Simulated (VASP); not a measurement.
Input of a VASP 6.6.1 run:

File INCAR:

```
SYSTEM = BN
  PREC = Accurate
  ENCUT = 520
  EDIFF = 1E-7
  ISMEAR = 0
  SIGMA = 0.01
  LREAL = .FALSE.
  LASPH = .TRUE.
  NELM = 80
  ALGO = Normal
  ISIF = 2
  LWAVE = .FALSE.
  LCHARG = .FALSE.
  GGA = PE
  NBANDS = 11
```

KPOINTS

```
regular mesh
0
G
  10 10 10
  0 0 0
```

File POSCAR:

```
BN
1.0
    0.0000000000      1.8123498001      1.8123498001
    1.8123498001      0.0000000000      1.8123498001
    1.8123498001      1.8123498001      0.0000000000
B N
1 1
Direct
    0.0000000000      0.0000000000      0.0000000000
    0.2500000000      0.2500000000      0.2500000000
```

Potentials or basis: VASP PAW PBE potentials, release 64 (B, N).

Run with:

```sh
$ cat potpaw_PBE.64/B/POTCAR potpaw_PBE.64/N/POTCAR > POTCAR
$ mpirun -np 1 vasp_std > vasp.out
```

Task: What does it give for the band gap on the k mesh?

Result: 4.45 eV, indirect (least direct gap 8.78 eV).

Task: Estimate the pressure.

Result: 0.2 GPa.

**What was measured.**

A printed reference work, monograph reports, for a bulk crystal of BN at 300 K: band gap 6.4 eV (indirect).

Against the measured gap of BN, 6.4 eV (indirect; 300 K; a printed reference work, monograph), the calculated 4.45 eV is off by -1.95 eV. The value is that of PBE on a finite k mesh, which can miss the band edges, without temperature or zero-point motion. Semilocal functionals fall short of measured gaps as a rule.
